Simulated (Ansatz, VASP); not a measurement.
**One calculation of NbH2, two programs**

```
Nb H
1.0
     0.00000    2.25899    2.25899
     2.25899    0.00000    2.25899
     2.25899    2.25899    0.00000
Nb H
1 2
Direct
  0.00000 0.00000 0.00000
  0.25000 0.25000 0.25000
  0.75000 0.75000 0.75000
```

Alike in both runs: functional PBEsol; k mesh 16 × 16 × 16; occupations gaussian, width 0.1 eV; no spin polarisation.

Ansatz relaxed the structure, and its values are those at the end. VASP's run is a single point on that final structure, the one shown.

```csv
,VASP,Ansatz
version,VASP 6.6.1,Ansatz 0.2.0
potentials or method,"VASP PAW PBE potentials, release 64 (Nb_sv, H)","scalar-relativistic, plane waves, PAW"
plane-wave cutoff (eV),520,420
valence electrons in the cell,15,15
```

|  | VASP | Ansatz | Ansatz less VASP |
| --- | --- | --- | --- |
| gap on the k mesh at the Fermi level (eV) | none | none | - |
| pressure (GPa) | -0.5 | 0.0 | +0.46 |

A gap of «none» marks a metal or a gap that the smearing closes.

Caveats: the PAW data sets were made with another functional, which shifts forces and pressure a little (VASP).
